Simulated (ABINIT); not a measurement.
# SrO (Fm-3m) in ABINIT: further runs

The runs below take SrO through equation of state, band structure, with PBE.

Everything below comes from runs of ABINIT 10.8.3 (patched build). Logs are shortened: lines on timing, memory, paths and dates and some standing lists are left out, and cuts for length are marked. The log counts tension as positive stress, the text compression.

**1. The crystal as given**

Symmetry: Fm-3m, No. 225, cubic system. The conventional cell has a = 5.133 Å, b = 5.133 Å, c = 5.133 Å, α = 90.00°, β = 90.00°, γ = 90.00°. Sr (site symmetry m-3m) has 6 O at 2.57 Å as nearest neighbours. Around O (site symmetry m-3m) lie 6 Sr at 2.57 Å.

**2. Equation of state, PBE**

run.abi

```
# Datasets: one volume each
ndtset 7
getwfk -1
scalecart1 3*0.9795861087
scalecart2 3*0.9864848297
scalecart3 3*0.9932883884
scalecart4 3*1.0000000000
scalecart5 3*1.0066227096
scalecart6 3*1.0131594038
scalecart7 3*1.0196128224

# Pseudopotentials
pp_dirpath "./"
pseudos "Sr.GGA_PBE-JTH.xml, O.GGA_PBE-JTH.xml"

# Structure
acell 3.6292962651 3.6292962651 3.6292962651 Angstrom
rprim
     0.0000000000     0.7071067812     0.7071067812
     0.7071067812     0.0000000000     0.7071067812
     0.7071067812     0.7071067812     0.0000000000
ntypat 2
znucl 38 8
natom 2
typat 1 2
xred
     0.5000000000     0.5000000000     0.5000000000
     0.0000000000     0.0000000000     0.0000000000

# Plane-wave basis
ecut 23.0
pawecutdg 45.0
pawxcdev 0

# k points
kptopt 1
ngkpt 9 9 9
nshiftk 1
shiftk 0.0 0.0 0.0

# Exchange and correlation
ixc 11

# Bands and occupations
nband 12
occopt 3
tsmear 0.05 eV

# SCF cycle
nstep 100
tolvrs 1.0e-9

# Output
iomode 3
prtwf 1
prtden 0
prteig 0
prtebands 0
```

Potentials or basis: JTH PAW PBE v2.0.

Launch:

```
> abinit run.abi > log 2>&1
```

run.abo:

```text
.Version 10.8.3 of ABINIT
 DATASET    1 : space group Fm -3 m (#225); Bravais cF (face-center cubic)
================================================================================
 Values of the parameters that define the memory need for DATASET  1.
     intxc =       0    ionmov =       0      iscf =      17    lmnmax =      18
     lnmax =       6     mgfft =      30  mpssoang =       3    mqgrid =    3001
     natom =       2  nloc_mem =       2    nspden =       1   nspinor =       1
    nsppol =       1      nsym =      48    n1xccc =       1    ntypat =       2
    occopt =       3   xclevel =       2
       mpw =        1147          nfft =       27000          nkpt =          35
 PAW method is used; the additional fine FFT grid is defined by:
   mgfftf=        45    nfftf =     91125
================================================================================
================================================================================
[... 71 lines left out ...]
 DATASET    7 : space group Fm -3 m (#225); Bravais cF (face-center cubic)
================================================================================
 Values of the parameters that define the memory need for DATASET  7.
     intxc =       0    ionmov =       0      iscf =      17    lmnmax =      18
     lnmax =       6     mgfft =      32  mpssoang =       3    mqgrid =    3001
     natom =       2  nloc_mem =       2    nspden =       1   nspinor =       1
    nsppol =       1      nsym =      48    n1xccc =       1    ntypat =       2
    occopt =       3   xclevel =       2
       mpw =        1299          nfft =       32768          nkpt =          35
 PAW method is used; the additional fine FFT grid is defined by:
   mgfftf=        45    nfftf =     91125
================================================================================
================================================================================

--------------------------------------------------------------------------------
------------- Echo of variables that govern the present computation ------------
--------------------------------------------------------------------------------
 -outvars: echo values of preprocessed input variables --------
            acell      6.8583759708E+00  6.8583759708E+00  6.8583759708E+00 Bohr
              amu      8.76200000E+01  1.59994000E+01
             ecut      2.30000000E+01 Hartree
           getwfk          -1
              ixc          11
           jdtset        1    2    3    4    5    6    7
         kptrlatt        9    0    0      0    9    0      0    0    9
          kptrlen1     6.04653285E+01
          kptrlen2     6.08911547E+01
          kptrlen3     6.13111069E+01
          kptrlen4     6.17253837E+01
          kptrlen5     6.21341730E+01
          kptrlen6     6.25376530E+01
          kptrlen7     6.29359927E+01
            natom           2
            nband          12
           ndtset           7
            ngfft1         30      30      30
            ngfft2         30      30      30
            ngfft3         30      30      30
            ngfft4         30      30      30
            ngfft5         30      30      30
            ngfft6         30      30      30
            ngfft7         32      32      32
          ngfftdg          45      45      45
             nkpt          35
            nstep         100
             nsym          48
           ntypat           2
           occopt           3
        pawecutdg      4.50000000E+01 Hartree
         pawxcdev           0
           prtden           0
        prtebands           0
           prteig           0
            rprim1     0.0000000000E+00  6.9267198023E-01  6.9267198023E-01
                       6.9267198023E-01  0.0000000000E+00  6.9267198023E-01
                       6.9267198023E-01  6.9267198023E-01  0.0000000000E+00
            rprim2     0.0000000000E+00  6.9755011263E-01  6.9755011263E-01
                       6.9755011263E-01  0.0000000000E+00  6.9755011263E-01
                       6.9755011263E-01  6.9755011263E-01  0.0000000000E+00
            rprim3     0.0000000000E+00  7.0236095512E-01  7.0236095512E-01
                       7.0236095512E-01  0.0000000000E+00  7.0236095512E-01
                       7.0236095512E-01  7.0236095512E-01  0.0000000000E+00
            rprim4     0.0000000000E+00  7.0710678120E-01  7.0710678120E-01
                       7.0710678120E-01  0.0000000000E+00  7.0710678120E-01
                       7.0710678120E-01  7.0710678120E-01  0.0000000000E+00
            rprim5     0.0000000000E+00  7.1178974407E-01  7.1178974407E-01
                       7.1178974407E-01  0.0000000000E+00  7.1178974407E-01
                       7.1178974407E-01  7.1178974407E-01  0.0000000000E+00
            rprim6     0.0000000000E+00  7.1641188486E-01  7.1641188486E-01
                       7.1641188486E-01  0.0000000000E+00  7.1641188486E-01
                       7.1641188486E-01  7.1641188486E-01  0.0000000000E+00
            rprim7     0.0000000000E+00  7.2097514092E-01  7.2097514092E-01
                       7.2097514092E-01  0.0000000000E+00  7.2097514092E-01
                       7.2097514092E-01  7.2097514092E-01  0.0000000000E+00
          spgroup         225
           tolvrs      1.00000000E-09
           tsmear      1.83746611E-03 Hartree
            typat      1  2
           useylm           1
           xangst1     2.5139118308E+00  2.5139118308E+00  2.5139118308E+00
                       0.0000000000E+00  0.0000000000E+00  0.0000000000E+00
           xangst2     2.5316160185E+00  2.5316160185E+00  2.5316160185E+00
                       0.0000000000E+00  0.0000000000E+00  0.0000000000E+00
           xangst3     2.5490759912E+00  2.5490759912E+00  2.5490759912E+00
                       0.0000000000E+00  0.0000000000E+00  0.0000000000E+00
           xangst4     2.5663000000E+00  2.5663000000E+00  2.5663000000E+00
                       0.0000000000E+00  0.0000000000E+00  0.0000000000E+00
           xangst5     2.5832958597E+00  2.5832958597E+00  2.5832958597E+00
                       0.0000000000E+00  0.0000000000E+00  0.0000000000E+00
           xangst6     2.6000709780E+00  2.6000709780E+00  2.6000709780E+00
                       0.0000000000E+00  0.0000000000E+00  0.0000000000E+00
           xangst7     2.6166323862E+00  2.6166323862E+00  2.6166323862E+00
                       0.0000000000E+00  0.0000000000E+00  0.0000000000E+00
            xcart1     4.7506048649E+00  4.7506048649E+00  4.7506048649E+00
                       0.0000000000E+00  0.0000000000E+00  0.0000000000E+00
            xcart2     4.7840609309E+00  4.7840609309E+00  4.7840609309E+00
                       0.0000000000E+00  0.0000000000E+00  0.0000000000E+00
            xcart3     4.8170554975E+00  4.8170554975E+00  4.8170554975E+00
                       0.0000000000E+00  0.0000000000E+00  0.0000000000E+00
            xcart4     4.8496041570E+00  4.8496041570E+00  4.8496041570E+00
                       0.0000000000E+00  0.0000000000E+00  0.0000000000E+00
            xcart5     4.8817216770E+00  4.8817216770E+00  4.8817216770E+00
                       0.0000000000E+00  0.0000000000E+00  0.0000000000E+00
            xcart6     4.9134220564E+00  4.9134220564E+00  4.9134220564E+00
                       0.0000000000E+00  0.0000000000E+00  0.0000000000E+00
            xcart7     4.9447185820E+00  4.9447185820E+00  4.9447185820E+00
                       0.0000000000E+00  0.0000000000E+00  0.0000000000E+00
             xred      5.0000000000E-01  5.0000000000E-01  5.0000000000E-01
                       0.0000000000E+00  0.0000000000E+00  0.0000000000E+00
            znucl       38.00000    8.00000

================================================================================

 chkinp: Checking input parameters for consistency, jdtset=   1.

 chkinp: Checking input parameters for consistency, jdtset=   2.
[... 40 lines left out ...]
 getcut: wavevector=  0.0000  0.0000  0.0000  ngfft=  45  45  45
         ecut(hartree)=     45.000   => boxcut(ratio)=   2.16879

--- Pseudopotential description ------------------------------------------------
- pspini: atom type   1  psp file is ./Sr.GGA_PBE-JTH.xml
 Pseudopotential format is: paw10
 basis_size (lnmax)=  6 (lmn_size= 18), orbitals=   0   0   1   1   2   2
 Spheres core radius: rc_sph= 2.20669967
 Shapefunction is SIN type: shapef(r)=[sin(pi*r/rshp)/(pi*r/rshp)]**2
 Radius for shape functions =  1.70850426
 Compensation charge density is not taken into account in XC energy/potential

- pspini: atom type   2  psp file is ./O.GGA_PBE-JTH.xml
 Pseudopotential format is: paw10
 basis_size (lnmax)=  4 (lmn_size=  8), orbitals=   0   0   1   1
 Spheres core radius: rc_sph= 1.41465230
 Shapefunction is SIN type: shapef(r)=[sin(pi*r/rshp)/(pi*r/rshp)]**2
 Radius for shape functions =  1.20231231
 Compensation charge density is not taken into account in XC energy/potential

   4.46581426E+02                                ecore*ucvol(ha*bohr**3)
--------------------------------------------------------------------------------

[... 1257 lines left out ...]
-Cartesian components of stress tensor (GPa)         [Pressure= -1.9968E+00 GPa]
- sigma(1 1)=  1.99678443E+00  sigma(3 2)=  0.00000000E+00
- sigma(2 2)=  1.99678443E+00  sigma(3 1)=  0.00000000E+00
- sigma(3 3)=  1.99678443E+00  sigma(2 1)=  0.00000000E+00

== END DATASET(S) ==============================================================
================================================================================

 -outvars: echo values of variables after computation  --------
            acell      6.8583759708E+00  6.8583759708E+00  6.8583759708E+00 Bohr
           etotal1    -4.7311229351E+01
           etotal2    -4.7312599618E+01
           etotal3    -4.7313594408E+01
           etotal4    -4.7314247474E+01
           etotal5    -4.7314593570E+01
           etotal6    -4.7314666997E+01
           etotal7    -4.7314492399E+01
            fcart1    -0.0000000000E+00 -0.0000000000E+00 -0.0000000000E+00
                      -0.0000000000E+00 -0.0000000000E+00 -0.0000000000E+00
            fcart2    -0.0000000000E+00 -0.0000000000E+00 -0.0000000000E+00
                      -0.0000000000E+00 -0.0000000000E+00 -0.0000000000E+00
            fcart3    -0.0000000000E+00 -0.0000000000E+00 -0.0000000000E+00
                      -0.0000000000E+00 -0.0000000000E+00 -0.0000000000E+00
            fcart4    -0.0000000000E+00 -0.0000000000E+00 -0.0000000000E+00
                      -0.0000000000E+00 -0.0000000000E+00 -0.0000000000E+00
            fcart5    -0.0000000000E+00 -0.0000000000E+00 -0.0000000000E+00
                      -0.0000000000E+00 -0.0000000000E+00 -0.0000000000E+00
[... 38 lines left out ...]
                       0.0000000000E+00  0.0000000000E+00  0.0000000000E+00
           xangst1     2.5139118308E+00  2.5139118308E+00  2.5139118308E+00
                       0.0000000000E+00  0.0000000000E+00  0.0000000000E+00
           xangst2     2.5316160185E+00  2.5316160185E+00  2.5316160185E+00
                       0.0000000000E+00  0.0000000000E+00  0.0000000000E+00
           xangst3     2.5490759912E+00  2.5490759912E+00  2.5490759912E+00
                       0.0000000000E+00  0.0000000000E+00  0.0000000000E+00
           xangst4     2.5663000000E+00  2.5663000000E+00  2.5663000000E+00
                       0.0000000000E+00  0.0000000000E+00  0.0000000000E+00
           xangst5     2.5832958597E+00  2.5832958597E+00  2.5832958597E+00
                       0.0000000000E+00  0.0000000000E+00  0.0000000000E+00
           xangst6     2.6000709780E+00  2.6000709780E+00  2.6000709780E+00
                       0.0000000000E+00  0.0000000000E+00  0.0000000000E+00
           xangst7     2.6166323862E+00  2.6166323862E+00  2.6166323862E+00
                       0.0000000000E+00  0.0000000000E+00  0.0000000000E+00
             xred      5.0000000000E-01  5.0000000000E-01  5.0000000000E-01
                       0.0000000000E+00  0.0000000000E+00  0.0000000000E+00
 Calculation completed.
```

Run time: 2 min. Hardware: 1 thread of Arm Neoverse V1, shared host; peak memory 0.15 GiB.

What came out:

```yaml
Equilibrium_volume: 17.50 Å³/atom
Bulk_modulus: 84 GPa
Pressure_derivative_of_the_bulk_modulus: 4.5
```

Energy against volume, from the lowest point:
```
volume (Å³/atom)  energy (meV/atom)
          15.887              46.77
          16.225              28.13
          16.563              14.59
          16.901               5.71
          17.239               1.00
          17.577               0.00
          17.915               2.38
```

Caveat: pressures at fixed basis lie under the slope of the energies.

**3. Band structure, PBE**

run.abi

```
# Datasets: ground state, then fixed potential
ndtset 2

# Pseudopotentials
pp_dirpath "./"
pseudos "Sr.GGA_PBE-JTH.xml, O.GGA_PBE-JTH.xml"

# Structure
acell 3.6292962651 3.6292962651 3.6292962651 Angstrom
rprim
     0.0000000000     0.7071067812     0.7071067812
     0.7071067812     0.0000000000     0.7071067812
     0.7071067812     0.7071067812     0.0000000000
ntypat 2
znucl 38 8
natom 2
typat 1 2
xred
     0.5000000000     0.5000000000     0.5000000000
     0.0000000000     0.0000000000     0.0000000000

# Plane-wave basis
ecut 28.0
pawecutdg 50.0
pawxcdev 0

# Exchange and correlation
ixc 11

# Bands and occupations
occopt 3
tsmear 0.05 eV

# SCF cycle
nstep 100

# Output
iomode 3
prtwf 0
prteig 0
prtebands 0
prtden1 1

# Dataset 1
kptopt1 1
ngkpt1 9 9 9
nshiftk1 1
shiftk1 0.0 0.0 0.0
nband1 12
tolvrs1 1.0e-9

# Dataset 2: bands along G-X-W-K-G-L-U-W-L-K
iscf2 -2
getden2 1
nband2 18
nbdbuf2 4
tolwfr2 1.0e-11
kptopt2 -9
ndivsm2 8
prteig2 1
prtvol2 -3
kptbounds2
     0.0000000000     0.0000000000     0.0000000000
     0.5000000000     0.0000000000     0.5000000000
     0.5000000000     0.2500000000     0.7500000000
     0.3750000000     0.3750000000     0.7500000000
     0.0000000000     0.0000000000     0.0000000000
     0.5000000000     0.5000000000     0.5000000000
     0.6250000000     0.2500000000     0.6250000000
     0.5000000000     0.2500000000     0.7500000000
     0.5000000000     0.5000000000     0.5000000000
     0.3750000000     0.3750000000     0.7500000000
```

Potentials or basis: JTH PAW PBE v2.0.

Launch:

```
> abinit run.abi > log 2>&1
```

It took 83 s on 1 thread of Arm Neoverse V1, shared host; peak memory 0.17 GiB.

Results (log left out):

| Property | Result |
| --- | --- |
| Free energy | -1287.5021 eV |
| Pressure | 2.9 GPa |
| Band gap on the k mesh | 3.37 eV, indirect (least direct gap 3.45 eV) |
| Band gap along the path | 3.31 eV, indirect (least direct gap 3.38 eV) |
| Valence electrons inside the program's atomic spheres | Sr 7.36; O 4.52 |

Levels at the corners of the path, in eV from the valence-band top:
```
point  band 6  band 7  band 8  band 9  band 10  band 11
    Γ    0.00    0.00    0.00    4.05     6.27     6.27
    X   -0.40   -0.07   -0.07    3.31     7.89    10.27
    W   -1.11   -0.41   -0.41    6.06     6.06     8.71
    K   -0.93   -0.56   -0.44    4.82     7.96     8.83
    Γ    0.00    0.00    0.00    4.05     6.27     6.27
    L   -2.15   -1.12   -1.12    6.62     8.46     8.93
    U   -0.93   -0.56   -0.44    4.82     7.96     8.83
    W   -1.11   -0.41   -0.41    6.06     6.06     8.71
    L   -2.15   -1.12   -1.12    6.62     8.46     8.93
    K   -0.93   -0.56   -0.44    4.82     7.96     8.83
```
